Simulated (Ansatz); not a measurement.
# Zr: strong compression

How does Zr (bcc type) answer strong compression? The runs shown use PAW. Its runs: cell relaxed at zero pressure (PAW); volume scaled by 1 (PAW and PAW (cutoff 300 eV)); volume scaled by 0.9 (PAW); volume scaled by 0.8 (PAW); volume scaled by 0.7 (PAW); volume scaled by 0.6 (PAW); volume scaled by 0.5 (PAW); volume scaled by 0.4 (PAW and PAW (level accurate)).

Method: DFT PBE, with the methods named in each step, in Ansatz 0.2.0.

1 further run of the same task is left out (it didn't finish).

**1. The starting structure**

The structure is cubic, space group Im-3m (No. 229). Conventional cell: a = 3.604 Å, b = 3.604 Å, c = 3.604 Å, α = 90.00°, β = 90.00°, γ = 90.00°. Around Zr (site symmetry m-3m) lie 8 Zr at 3.12 Å.

Structure file:

```cif
data_structure
_symmetry_space_group_name_H-M 'P 1'
_symmetry_Int_Tables_number 1
_cell_length_a 3.1210
_cell_length_b 3.1210
_cell_length_c 3.1210
_cell_angle_alpha 109.471
_cell_angle_beta 109.471
_cell_angle_gamma 109.471
_cell_volume 23.40
loop_
_atom_site_label
_atom_site_type_symbol
_atom_site_fract_x
_atom_site_fract_y
_atom_site_fract_z
_atom_site_occupancy
Zr1 Zr 0.00000 0.00000 0.00000 1
```

Whether this phase is the stable one at these pressures isn't tested.

**2. Cell relaxed at zero pressure, PAW**

input.yaml reads:

```yaml
crystal:
  lattice:
    - [-1.8019012832, 1.8019012832, 1.8019012832]
    - [1.8019012832, -1.8019012832, 1.8019012832]
    - [1.8019012832, 1.8019012832, -1.8019012832]
  atoms:
    - { symbol: Zr, position: [0.0, 0.0, 0.0] }
kpoints:
  mp_grid: { grid: [16, 16, 16] }
scf:
  occupations: { method: fermi_dirac, width: 0.05 }
hamiltonian:
  xc: pbe
  pseudopotentials: { kind: paw }
output:
  forces: true
  stress: true
relax:
  f_tol: 0.005
  max_steps: 40
  cell: {}
```

On the command line:

```
> ansatz run input.yaml --threads 1 --pin off --max-ram 2048MiB --backend cpu --events-out ev --progress --plain --runs-dir out
```

The runs that follow: Volume scaled by 1, PAW; Volume scaled by 1, PAW (cutoff 300 eV); Volume scaled by 0.9, PAW; Volume scaled by 0.8, PAW; Volume scaled by 0.7, PAW; Volume scaled by 0.6, PAW; Volume scaled by 0.5, PAW; Volume scaled by 0.4, PAW; Volume scaled by 0.4, PAW (level accurate).

What does the calculation give? Wanted: PAW pressure at 0.4 of the volume; PAW; fitted bulk modulus at zero pressure.

As calculated:

| quantity | value |
| --- | --- |
| PAW pressure at 0.4 of the volume | 405.5 GPa |
| PAW (level accurate) pressure at 0.4 of the volume | 405.6 GPa |
| fitted bulk modulus at zero pressure (PAW) | 74 GPa |
| its pressure derivative | 3.87 |

**Reading.** At 0.4 of the starting volume PAW gives 405 GPa. A third-order Birch-Murnaghan curve fits the range only roughly (B₀ = 74 GPa, B′ = 3.87, misfit at most 3.67 GPa). A fit over so wide a range leans to the high pressures, so B₀ can be off by several per cent. No all-electron run checks these rows here, and frozen cores can fail under such compression. The ions are at rest, and the electrons smeared by 0.05 eV.
